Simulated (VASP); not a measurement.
# Be (P1) in VASP: notebook, part 2 of 2

VASP 6.6.1.

**3. Single point, PBE**

Input file INCAR:

```
  PREC = Accurate
  ENCUT = 520
  EDIFF = 1E-6
  ISMEAR = -1
  SIGMA = 0.36
  LREAL = Auto
  LASPH = True
  NELM = 100
  ALGO = Fast
  ISIF = 2
  LWAVE = False
  LCHARG = False
  GGA = PE
  NBANDS = 60
```

Input file KPOINTS:

```
Automatic mesh
0
Gamma
  2 2 2
```

Input file POSCAR:

```
Be
1.0
    7.0917640000      0.0000000000      0.0000000000
   -3.5458820000      6.1416480000      0.0000000000
    0.0000000000      0.0000000000      7.4085300000
Be
36
Direct
   -0.0415489485      0.0346161161     -0.0590130566
    0.0185727133      0.1472731749      0.2129977202
    0.0714559434      0.0669364314      0.5170931345
    0.0660935282      0.1922285354      0.7303743118
    0.0446521589      0.3815588259      0.0097455231
    0.1113561105      0.5305904865      0.2461351982
    0.0245485303      0.3592032627      0.4906506419
    0.1143539893      0.6151280568      0.7657524502
    0.1134811557      0.7069275217      0.0164000146
    0.1553856250      0.8783310278      0.2355662999
    0.1132952601      0.7409900405      0.5097367494
    0.1309811287      0.9451209187      0.7272832802
    0.4068704253      0.0227951846     -0.0599309175
    0.4924826147      0.1881254022      0.1703981762
    0.3406069299      0.0484234850      0.4599967875
    0.4928682794      0.2264050301      0.6844677689
    0.3060937432      0.2970049733      0.0027940766
    0.5005212369      0.5591495963      0.2313819341
    0.3143228722      0.3532276679      0.5149334618
    0.2989300692      0.4996053177      0.7715835665
    0.3900682731      0.6622815244     -0.0076938340
    0.4850303778      0.9051967811      0.2724022174
    0.3932407827      0.6881703413      0.4868847126
    0.3743681060      0.8559591823      0.7027844930
    0.6881150137      0.0700951927      0.0673412944
    0.8370036251      0.2365651695      0.2930000958
    0.6902220972      0.0791318552      0.5393917552
    0.7514832083      0.1331238782      0.7898732947
    0.6856350243      0.3226169914     -0.0648306749
    0.8470169161      0.6501186652      0.2111080066
    0.6342619883      0.3407717277      0.3925475094
    0.8757608869      0.6615813866      0.7819499955
    0.5501445941      0.5187695550     -0.1363968291
    0.7776832428      0.8575711275      0.3398244996
    0.6128176598      0.5719474643      0.5731906330
    0.6650404873      0.8424448943      0.7421580260
```

Potentials or basis: VASP PAW PBE potentials, release 64 (Be).

On the command line:

```
$ cat potpaw_PBE.64/Be/POTCAR > POTCAR
$ mpirun -np 1 vasp_std > vasp.out
```

It took 3.7 min on 1 thread of Intel Xeon Platinum 8488C (Sapphire Rapids), shared host; peak memory 0.42 GiB.

It converged, with:

```yaml
Free_energy: -119.6495 eV
Pressure: 4.9 GPa
Largest_force: 4.304 eV/Å
Band_gap_on_the_k_mesh: none (metal or under the smearing width)
```

Forces on the atoms (eV/Å):
```
Be   0.034 -1.407  1.240
Be   2.552  0.254 -0.252
Be  -1.268 -2.287 -3.419
Be  -0.859  1.509 -0.064
Be  -0.346 -1.590 -1.772
Be   0.710  1.450  1.123
Be   0.316  0.356  1.847
Be  -0.973 -1.533 -0.195
Be  -1.092 -0.078 -0.605
Be  -0.219  1.828  0.597
Be  -0.919 -1.103 -0.205
Be   2.064  0.078  1.262
Be  -0.378 -0.273  0.000
Be  -0.655  0.102  0.459
Be   1.031  0.308 -0.436
Be   0.333  0.545  0.565
Be  -0.454 -0.889 -0.078
Be   0.223 -0.306  0.969
Be   0.883  0.121 -0.435
Be   0.733  0.303 -2.117
Be  -0.529  1.050  0.766
Be  -0.414 -0.208 -0.159
Be   0.326 -0.637  0.032
Be   1.429  2.554 -0.165
Be   1.620 -0.451 -1.081
Be  -3.160 -0.678 -0.685
Be  -0.349 -0.930 -1.106
Be  -0.726  1.251  1.484
Be  -0.456  1.976  0.456
Be   0.145 -1.699 -0.661
Be  -0.064  0.719  1.807
Be  -2.298 -0.956  0.360
Be   2.301  0.972 -0.024
Be  -1.356  0.455  0.268
Be   0.487  0.816  0.136
Be   1.328 -1.622  0.085
```

Stress tensor (GPa, compression positive):
```
 4.41  1.46 -1.62
 1.46  3.89  4.72
-1.62  4.72  6.30
```

Levels at points of the mesh, in eV from the Fermi level:
```csv
k point,band 33,band 34,band 35,band 36,band 37,band 38,band 39,band 40
"(0.00, 0.00, 0.00)",-0.63,-0.24,-0.09,0.04,0.25,0.42,0.55,0.66
"(0.50, 0.00, 0.00)",-0.91,-0.62,-0.49,-0.41,-0.09,0.38,0.51,0.67
"(0.00, 0.50, 0.00)",-1.25,-0.82,-0.05,0.04,0.28,0.52,0.56,0.85
"(0.50, 0.50, 0.00)",-1.08,-0.80,-0.63,-0.03,0.07,0.40,0.70,0.76
"(0.00, 0.00, 0.50)",-1.12,-0.67,-0.62,-0.46,-0.27,0.08,0.40,0.63
"(0.50, 0.00, 0.50)",-1.05,-0.74,-0.38,0.28,0.34,0.68,0.86,0.94
"(0.00, 0.50, 0.50)",-1.09,-0.46,-0.39,-0.28,0.12,0.66,0.89,0.99
"(0.50, 0.50, 0.50)",-0.94,-0.59,-0.47,-0.11,0.32,0.37,0.77,0.82
```

Caveat: the k mesh is coarse (spacing up to 0.51 Å⁻¹), so the values aren't converged; forces of over 1 eV/Å show positions far from the minimum, so gaps and moduli don't describe the material at rest.

**4. Single point, PBE**

Input file INCAR:

```
ALGO = Fast ; EDIFF = 1E-7
ENCUT = 520 ; GGA = PE
ISIF = 2 ; ISMEAR = -1
LASPH = T ; LCHARG = F
LREAL = Auto ; LWAVE = F
NBANDS = 60 ; NELM = 80
PREC = Accurate ; SIGMA = 0.36
```

Input file KPOINTS:

```
k-points
0
Gamma
  2 2 2
```

Input file POSCAR:

```
Be
1.0
    7.0917640000      0.0000000000      0.0000000000
   -3.5458820000      6.1416480000      0.0000000000
    0.0000000000      0.0000000000      7.4085300000
Be
36
Direct
   -0.0966745390     -0.0559784605     -0.0470133751
    0.1402306330      0.2029911190      0.2267386378
    0.0309233770     -0.0478861700      0.4737647010
    0.0684053373      0.1755880506      0.7209527396
    0.0252328000      0.3323700740     -0.0474993015
    0.1735606093      0.5603544847      0.2328262152
    0.0077746073      0.3537161361      0.5604890579
    0.1218512638      0.6032745608      0.7755654631
    0.0236270970      0.6846696522      0.0095565517
    0.1401920026      0.8887516836      0.2444614519
    0.0832776363      0.6995679336      0.5250839235
    0.1566058219      0.9426460129      0.7536177892
    0.3846521566     -0.0084993474     -0.0218396902
    0.4632161341      0.2185406914      0.1988383660
    0.3442242101      0.0172754935      0.4537067407
    0.5420422988      0.2790944711      0.7053626023
    0.2836661181      0.2319572857     -0.0817301138
    0.4879510325      0.5669488059      0.2922037165
    0.3178910847      0.3081908960      0.4820119511
    0.3525294389      0.5196325156      0.7194004749
    0.4055387439      0.7199859061     -0.0031315254
    0.4640729115      0.8852509945      0.2360252304
    0.3855303255      0.7028406708      0.4774631405
    0.4606538153      0.9126214983      0.7237063223
    0.6886447918      0.0610585302      0.0125935914
    0.8049074492      0.2368419681      0.2589447569
    0.6663662601      0.0486514369      0.4958608523
    0.7921466430      0.2000114627      0.7576536776
    0.7667793268      0.3968315996     -0.0504688514
    0.7642350091      0.5370382673      0.1916844502
    0.6442466667      0.3720499775      0.4332168460
    0.8864211427      0.6835787398      0.7491904602
    0.5711272361      0.5451956869     -0.0824725013
    0.7665658998      0.8886377077      0.2810004144
    0.6378953333      0.5861456078      0.5621898001
    0.6623254278      0.8319102625      0.7489070031
```

Potentials or basis: VASP PAW PBE potentials, release 64 (Be).

On the command line:

```
$ cat potpaw_PBE.64/Be/POTCAR > POTCAR
$ mpirun -np 1 vasp_std > vasp.out
```

OUTCAR:

```text
EDIFF = 1E-7
   ENCUT = 520
   GGA = PE
   ISIF = 2
   ISMEAR = -1
   LASPH = T
   LREAL = Auto
   NELM = 80
   PREC = Accurate

 ion  position               nearest neighbor table
   1  0.903  0.944  0.953-  25 2.11  36 2.12   4 2.26  12 2.33  32 2.34
   2  0.140  0.203  0.227-  19 2.19  10 2.23  14 2.25
   3  0.031  0.952  0.474-  10 2.01  15 2.04  11 2.04  34 2.22  12 2.27  19 2.32   4 2.35
   4  0.068  0.176  0.721-   7 1.93  17 2.00  12 2.05  28 2.07   5 2.15  20 2.26   1 2.26  19 2.34
                             3 2.35
   5  0.025  0.332  0.953-  28 2.04  29 2.10   8 2.14   4 2.15  25 2.24  17 2.29
   6  0.174  0.560  0.233-  22 2.19  23 2.25  18 2.25  21 2.28   9 2.36
   7  0.008  0.354  0.560-   4 1.93  28 2.00   8 2.21  11 2.25  27 2.35
   8  0.122  0.603  0.776-  32 2.03  20 2.04  11 2.04   9 2.06   5 2.14   7 2.21  12 2.30  24 2.34
[... 33 lines left out ...]
  30  0.764  0.537  0.192-  29 2.06  31 2.07   9 2.09  14 2.20  18 2.20  26 2.34
  31  0.644  0.372  0.433-  35 1.81  30 2.07  14 2.11  16 2.13  19 2.16  26 2.23  15 2.35
  32  0.886  0.684  0.749-  12 1.88   8 2.03  35 2.07  11 2.14   9 2.16  36 2.30  33 2.31  29 2.31
                             1 2.34
  33  0.571  0.545  0.918-  20 2.08  29 2.13  17 2.14  21 2.17  36 2.19  32 2.31  16 2.38
  34  0.767  0.889  0.281-  18 2.15  22 2.16   3 2.22  27 2.27  26 2.35
[... 252 lines left out ...]
      4      -2.0563      2.00000
      5      -1.9718      2.00000
      6      -1.7912      2.00000
[... 397 lines left out ...]
     47       8.1726      0.00171
     48       8.6358      0.00047
 [bands above 48 left out]

------------------------ aborting loop because EDIFF is reached ----------------------------------------

  FORCE on cell =-STRESS in cart. coord.  units (eV):
  Direction    XX          YY          ZZ          XY          YZ          ZX
  --------------------------------------------------------------------------------------
  -------------------------------------------------------------------------------------
  Total        8.9407527     -7.4703493     -6.3635273     -4.4234232      7.9705085     -1.1336787
  in kB       44.3928906    -37.0920001    -31.5963744    -21.9633123     39.5754054     -5.6289753
  external PRESSURE =      -8.0984947 kB  Pullay stress =       0.0000000 kB

 VOLUME and BASIS-vectors are now :
 -----------------------------------------------------------------------------
  energy-cutoff  :      520.00
  volume of cell :      322.68
      direct lattice vectors                 reciprocal lattice vectors
     7.091764000  0.000000000  0.000000000     0.141008640  0.081411374  0.000000000
    -3.545882000  6.141648000  0.000000000     0.000000000  0.162822747  0.000000000
     0.000000000  0.000000000  7.408530000     0.000000000  0.000000000  0.134979544

 POSITION                                       TOTAL-FORCE (eV/Angst)
 -----------------------------------------------------------------------------------
      3.05878      5.79785      7.06023         1.470705      0.494510      0.229520
      0.27470      1.24670      1.67980        -0.940262      0.193946     -0.332594
     -3.15678      5.84755      3.50990        -1.639769      0.817735      1.056113
     -0.13750      1.07840      5.34120         0.240303     -0.504064     -0.269310
     -0.99960      2.04130      7.05663         0.846981      0.119398      1.389721
     -0.75610      3.44150      1.72490        -0.754433     -0.555256      0.303835
[... 28 lines left out ...]
      2.44540      3.59990      4.16500        -1.440752      1.960616      0.241597
      1.74720      5.10930      5.54830         2.190421     -0.502016      0.047611
 -----------------------------------------------------------------------------------
    total drift:                                0.000232      0.000265     -0.000558

  FREE ENERGIE OF THE ION-ELECTRON SYSTEM (eV)
  ---------------------------------------------------
  free  energy   TOTEN  =      -124.3629035524 eV

  energy  without entropy=     -121.1937103658  energy(sigma->0) =     -122.77830696
```

stdout:

```text
POSCAR found type information on POSCAR Be
 POSCAR found :  1 types and      36 ions
 scaLAPACK will be used
 LDA part: xc-table for (Slater+PW92), standard interpolation
 POSCAR, INCAR and KPOINTS ok, starting setup
 FFT: planning ... GRIDC
 FFT: planning ... GRID_SOFT
 FFT: planning ... GRID
 WAVECAR not read
 entering main loop
```

Run time: 3.5 min. Hardware: 1 thread of Intel Xeon Platinum 8488C (Sapphire Rapids), shared host; peak memory 0.43 GiB.

What came out:

```
Free energy            : -124.3629 eV
Pressure               : -0.8 GPa
Largest force          : 2.846 eV/Å
Band gap on the k mesh : none (metal or under the smearing width)
```

Forces in eV/Å, atoms in the order of the input:
```
Be   1.471  0.495  0.230
Be  -0.940  0.194 -0.333
Be  -1.640  0.818  1.056
Be   0.240 -0.504 -0.269
Be   0.847  0.119  1.390
Be  -0.754 -0.555  0.304
Be   0.191  1.115 -2.242
Be  -0.101  0.326  0.137
Be   0.569  0.661 -0.058
Be  -0.408 -0.649 -1.103
Be  -0.354 -0.139 -0.704
Be   1.709  0.625 -0.060
Be  -1.798  0.258 -0.001
Be   0.053  0.221 -0.321
Be   1.063  0.087  0.948
Be  -0.801 -0.265  0.258
Be   0.194  0.021  1.173
Be   0.189 -0.802 -1.496
Be  -0.237  0.388  0.696
Be   0.150 -0.331  0.717
Be   0.280 -1.131 -1.303
Be  -0.021  0.734  0.220
Be   0.182  0.099  1.117
Be  -2.795  0.468 -0.271
Be   0.464 -0.650 -0.131
Be   0.139  0.640 -0.193
Be   0.360  0.091  0.673
Be  -0.584 -1.173 -0.062
Be  -0.395 -1.266 -0.295
Be   0.106  1.049  0.545
Be   1.520 -2.023 -0.625
Be  -1.849 -1.343  0.100
Be   1.590  0.593  0.291
Be   0.612  0.371 -0.678
Be  -1.441  1.961  0.242
Be   2.190 -0.502  0.048
```

Caveat: the k mesh is coarse (spacing up to 0.51 Å⁻¹), so the values aren't converged; forces of over 1 eV/Å show positions far from the minimum, so gaps and moduli don't describe the material at rest.
